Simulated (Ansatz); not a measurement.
# InP (Fm-3m): compression over a wide range

One table from this session's results is given with a row withheld; the runs are named, their logs left out.

Program: Ansatz 0.2.0. Level of theory: DFT PBE, scalar-relativistic, plane waves, PAW. These are calculated values, not measurements.

### The starting structure

The structure is cubic, space group Fm-3m (No. 225). Conventional cell: a = 5.540 Å, b = 5.540 Å, c = 5.540 Å, α = 90.00°, β = 90.00°, γ = 90.00°. In (site symmetry m-3m) has 6 P at 2.77 Å as nearest neighbours. Around P (site symmetry m-3m) lie 6 In at 2.77 Å.

Coordinates:

```
CELL_PARAMETERS angstrom
0.00000 2.77002 2.77002
2.77002 0.00000 2.77002
2.77002 2.77002 0.00000
ATOMIC_POSITIONS crystal
In 0.00000 0.00000 0.00000
P 0.50000 0.50000 0.50000
```

This cell comes from an earlier session at PBE: 21.254 Å³/atom at 0.00 GPa, on a 14×14×14 mesh.

Set-up of the first run:

input.yaml reads:

```yaml
crystal:
  lattice:
    - [0.0, 2.7325796837, 2.7325796837]
    - [2.7325796837, 0.0, 2.7325796837]
    - [2.7325796837, 2.7325796837, 0.0]
  atoms:
    - { symbol: In, position: [0.0, 0.0, 0.0] }
    - { symbol: P, position: [0.5, 0.5, 0.5] }
basis:
  ecutwfc: 420
  ecutrho_ratio: 4
kpoints:
  mp_grid: { grid: [14, 14, 14] }
hamiltonian:
  xc: pbe
scf:
  occupations: { method: gaussian, width: 0.05 }
output:
  forces: true
  stress: true
  eigenvalues: true
```

On the command line:

```
> ansatz run input.yaml --threads 1 --pin off --max-ram 2560MiB --backend cpu --events-out ev --progress --plain --runs-dir out
```

Steps of the session up to this table: Volume × 0.96; Volume × 1.04; Volume × 0.92; Volume × 0.88; Volume × 0.84; Volume × 0.8.

One table of the session follows, with a row left open; its other results are not shown here.

It belongs to the step «The curve». 

| volume (Å³/atom) | energy above the lowest (meV/atom) | pressure (GPa) |
| --- | --- | --- |
| 17.003 | 299.2 | 28.0 |
| 17.854 | 174.6 | 19.5 |
| 18.704 | 89.7 | 12.8 |
| 19.554 | ? | ? |
| 20.404 | 8.4 | 3.3 |
| 21.254 | 0.0 | 0.0 |
| 22.104 | 7.2 | -2.6 |

Q: Estimate the row for volume (Å³/atom) = 19.554 from the others.

Worked estimate for «energy above the lowest (meV/atom)». A straight line through the neighbours (18.704, 89.7) and (20.404, 8.4) gives 89.7 + (8.4 − 89.7) × (19.554 − 18.704) / (20.404 − 18.704) = 49.1; a parabola fitted to 4 rows on both sides gives 36.3.

As computed: energy above the lowest (meV/atom): 36.5; pressure (GPa): 7.5. In «energy above the lowest (meV/atom)» the line misses by +12.6 and the parabola by -0.2.

Limits of these values: The k mesh is not the same at all volumes. Other structures may be lower in enthalpy at these pressures.
